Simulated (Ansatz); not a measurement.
Crystal: SnSe2.

```
Sn Se
1.0
     3.81100    0.00000    0.00000
    -1.90550    3.30042    0.00000
     0.00000    0.00000    6.13600
Sn Se
1 2
Cartesian
  0.0000 0.0000 0.0000
  1.9055 1.1001 4.6081
  0.0000 2.2003 1.5279
```

Base run:

| Quantity | Value |
| --- | --- |
| Program | Ansatz 0.2.0 |
| Functional | LDA |
| Potentials or basis | Ansatz PAW |
| Cutoff | 420 eV (not typed: the program's choice for these potentials) |
| k mesh | 8 × 8 × 5 |
| Occupations | fermi-dirac, width 0.05 eV |
| Spin | no spin polarisation |

Its results: band gap on the k mesh 0.67 eV, indirect (least direct gap 0.88 eV); pressure 0.8 GPa; largest force 0.478 eV/Å.

Q: The run is repeated on the same cell with these changes: functional from LDA to PBE. What comes out?

A: Band gap on the k mesh 0.81 eV, indirect (least direct gap 1.10 eV); pressure 5.5 GPa; largest force 0.787 eV/Å.

PBE binds less tightly than LDA, so the same cell stands under more pressure.

Caveats: the k mesh misses the band edges, so the gap on the mesh is wider than the one along the path; spin-orbit coupling is left out, which moves the levels of the heavy elements; the PAW data sets come from PBE, with cores solved anew for the run's functional, which leaves a small shift of forces and pressure (some runs); this functional lacks dispersion, which binds the layers, so the pressure and a relaxed spacing across them are unreliable (some runs).
